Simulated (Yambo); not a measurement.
**SiC (Moissanite 3C): optical spectrum with PBEsol**

**Measured values to compare with.**

From “Insight into the structural, elastic and electronic properties of a new orthorhombic 6O-SiC polytype”, 2020, pmc:7200658, for a bulk crystal of SiC: band gap 2.4 eV (indirect).

SiC (Moissanite 3C):

```xyz
2
Lattice="0.0000 2.1790 2.1790 2.1790 0.0000 2.1790 2.1790 2.1790 0.0000" Properties=species:S:1:pos:R:3 pbc="T T T"
Si    0.0000    0.0000    0.0000
C     3.2685    3.2685    3.2685
```

```json
{
  "Program": "Yambo 5.3.0",
  "Task": "optical spectrum",
  "Functional": "PBEsol",
  "Potentials or basis": "PseudoDojo 0.4.1 SR PBEsol standard",
  "Cutoff": "1116 eV",
  "Density cutoff": "4463 eV",
  "k mesh": "12 × 12 × 12",
  "Occupations": "fixed",
  "Spin": "no spin polarisation",
  "k mesh of the self-consistent run": "12 × 12 × 12",
  "Direction of the field or of q to 0": "y",
  "Broadening": "0.1 eV",
  "Kernel": "Hartree (RPA with local fields)",
  "Top of the energy range": "30 eV",
  "Energy points": "300",
  "Correction of the levels": "none",
  "Bands in the response": "29",
  "Cutoff of the response matrix": "3 Ry"
}
```

* Band gap on the k mesh, mean-field level: 1.24 eV, indirect (least direct gap 4.46 eV)
* Electronic dielectric constant along the field: 6.84
* Electronic dielectric constant along the field, independent particles: 7.33
* Peak of the energy-loss function: 22.0 eV

Dielectric function (along the field direction of the input):
| energy (eV) | real part | imaginary part |
| --- | --- | --- |
| 0.30 | 6.85 | 0.08 |
| 0.90 | 6.93 | 0.08 |
| 1.61 | 7.14 | 0.09 |
| 2.31 | 7.51 | 0.11 |
| 3.01 | 8.13 | 0.15 |
| 3.61 | 8.99 | 0.22 |
| 4.31 | 11.16 | 0.70 |
| 5.02 | 12.91 | 2.48 |
| 5.72 | 15.04 | 7.40 |
| 6.32 | 17.42 | 10.68 |
| 7.02 | -0.83 | 22.37 |
| 7.73 | 2.27 | 7.64 |
| 8.43 | -1.43 | 18.99 |
| 9.03 | -3.69 | 7.63 |
| 9.73 | -4.59 | 5.41 |
| 10.43 | -2.10 | 3.67 |
| 11.14 | -3.49 | 4.60 |
| 11.74 | -2.82 | 2.87 |
| 12.44 | -1.92 | 1.86 |
| 13.14 | -1.68 | 1.92 |
| 13.85 | -1.76 | 1.77 |
| 14.45 | -1.46 | 1.70 |
| 15.15 | -1.51 | 1.39 |
| 15.85 | -1.33 | 0.83 |
| 16.56 | -0.96 | 0.86 |
| 17.16 | -0.98 | 0.71 |
| 17.86 | -0.74 | 0.60 |
| 18.56 | -0.55 | 0.55 |
| 19.26 | -0.50 | 0.42 |
| 19.97 | -0.31 | 0.27 |

Energy-loss function:
| energy (eV) | loss |
| --- | --- |
| 0.0 | 0.002 |
| 1.3 | 0.002 |
| 2.6 | 0.002 |
| 3.9 | 0.003 |
| 5.2 | 0.025 |
| 6.5 | 0.034 |
| 7.8 | 0.097 |
| 9.1 | 0.113 |
| 10.4 | 0.205 |
| 11.7 | 0.177 |
| 13.0 | 0.281 |
| 14.3 | 0.378 |
| 15.7 | 0.309 |
| 17.0 | 0.481 |
| 18.3 | 0.863 |
| 19.6 | 1.101 |
| 20.9 | 2.938 |
| 22.2 | 3.946 |
| 23.5 | 2.482 |
| 24.8 | 2.830 |
| 26.1 | 1.509 |
| 27.4 | 0.696 |
| 28.7 | 0.453 |
| 30.0 | 0.405 |

It took 43 s on 1 thread of Arm Neoverse V2, on a shared host.

A measured gap of SiC is 2.4 eV (indirect; quoted in “Insight into the structural, elastic and electronic properties of a new orthorhombic 6O-SiC polytype”, 2020, pmc:7200658); the calculated 1.24 eV misses it by -1.16 eV. The value is that of PBEsol on a finite k mesh, which can miss the band edges, without temperature or zero-point motion. Semilocal functionals fall short of measured gaps as a rule.

Caveat: spectra need much finer meshes, so this one isn't converged; these spectra lack excitons.
